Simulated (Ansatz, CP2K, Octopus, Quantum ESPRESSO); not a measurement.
AlFe: programs and potentials compared

```
CELL_PARAMETERS angstrom
2.91000 0.00000 0.00000
0.00000 2.91000 0.00000
0.00000 0.00000 2.91000
ATOMIC_POSITIONS crystal
Fe 0.50000 0.50000 0.50000
Al 0.00000 0.00000 0.00000
```

Alike in all runs: task single point; functional PBEsol; k mesh 9 × 9 × 9; occupations fermi-dirac, width 0.05 eV; collinear spin, ferromagnetic start; no spin-orbit coupling. Pressure is positive in compression and, in plane waves, holds the error of the finite cutoff.

| program and potentials | plane-wave cutoff (eV) | notes | pressure (GPa) | net moment per atom (μB) |
| --- | --- | --- | --- | --- |
| CP2K, POTENTIAL_UZH Fe GTH-PBE-q16, Al GTH-PBE-q3; TZVP-MOLOPT-PBE-GTH basis | - | atomic basis; potentials made for PBE | -9.22 | 0.36 |
| Octopus, pseudodojo_pbesol (PseudoDojo 0.4, PBEsol) | - | - | - | 0.35 |
| Ansatz, all-electron LAPW, scalar-relativistic | - | - | -11.27 | 0.33 |
| Quantum ESPRESSO, GBRV 1.5 PBEsol | 762 | - | -11.24 | 0.34 |

The pressure spans -11.27 (Ansatz, all-electron LAPW, scalar-relativistic) to -9.22 GPa (CP2K, POTENTIAL_UZH Fe GTH-PBE-q16, Al GTH-PBE-q3; TZVP-MOLOPT-PBE-GTH basis), with all-electron results at -11.27. The net moment per atom spans 0.33 (Ansatz, all-electron LAPW, scalar-relativistic) to 0.36 μB (CP2K, POTENTIAL_UZH Fe GTH-PBE-q16, Al GTH-PBE-q3; TZVP-MOLOPT-PBE-GTH basis), with all-electron results at 0.33. The cell lies far from this level's equilibrium. The state is the one that the start led to, which needn't be the lowest. Rows in atomic bases carry the error of their basis and grid, which can be large.

Differences between rows come from potentials, basis sets and numerical settings, since the functional is the same but for its coding. Runs on potential files found faulty are left out.
